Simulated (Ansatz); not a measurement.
**An added Na started as a split pair with a Na atom in rocksalt NaCl, 65 atoms, charge +1**

All numbers come from Ansatz (PAW, plane waves, no spin–orbit coupling) at the single k point (¼, ¼, ¼) without its symmetry partners. The atoms were relaxed with PBEsol in a fixed cell; other functionals are single points on those atoms unless said otherwise. The valence top and gap of the host come from its small cell on a dense mesh, with the band extrema sought between the mesh points, lined up by the mean potential, PBEsol gap 5.01 eV, HSE06 gap 6.57 eV. The charge correction uses an assumed dielectric constant of 5.9.

Cell: a = 11.200 Å, b = 11.200 Å, c = 11.200 Å, α = 90.00°, β = 90.00°, γ = 90.00°.

Nearest atoms after relaxation, from the placed atom (for vacancies from the middle of the vacant sites): Cl at 2.42 Å, Cl at 2.42 Å, Na at 2.57 Å, Cl at 2.63 Å, Cl at 2.97 Å, Na at 3.00 Å, Na at 3.43 Å, Na at 3.44 Å.

Chemical potentials μ are those of reference phases of the elements at zero temperature by the same functional (the usual solids, diamond for C, grey Sn, and the molecules H2, N2, O2, F2, Cl2, Br2 and S8).

```tsv
functional	E(defect) − E(host) − Σ nμ + q·E_VBM (eV)	monopole (eV)	alignment (eV)	formation energy at E_F = VBM (eV)	moment (μB)	wall time, shared host
PBEsol	-2.40	0.31	-0.01	-2.10	0 (no spin)	6.9 s on NVIDIA GB300 (relaxation)
```

(1) Estimate the formation energy and moment that HSE06 gives on these atoms.

(2) How does the monopole term follow by hand for this cubic cell?

HSE06 one-electron levels near the gap (the ten most localised at most), from the host's valence top, not corrected for the charge's images:

```
level (eV)  spin  filling  atoms sharing it  element of the atom with most weight
     -0.13  both     2.00              25.1                                spread
     -0.09  both     2.00              19.0                                    Cl
     -0.09  both     2.00              24.8                                spread
     -0.09  both     2.00              27.4                                spread
     -0.07  both     2.00              24.6                                spread
     -0.04  both     2.00              28.8                                spread
     -0.03  both     2.00              19.1                                    Cl
     -0.03  both     2.00              26.1                                spread
     -0.01  both     2.00              25.5                                spread
      0.10  both     2.00              28.8                                spread
```

All elements are taken at their own reference at once; growth conditions in equilibrium with the host shift these energies, by up to the host's formation enthalpy.

One k point and a cell of this size can leave errors of several tenths of an eV in such numbers.

Answers

(1) -2.90 eV at E_F = VBM (-3.21 eV before the monopole term 0.31 eV and the alignment 0.00 eV), moment 0 (no spin).

(2) q²·α·e²/(4πε₀)/(2εL) with the Madelung constant α = 2.837 and e²/4πε₀ = 14.40 eV·Å: 1 × 2.837 × 14.40 / (2 × 5.9 × 11.200) = 0.31 eV.
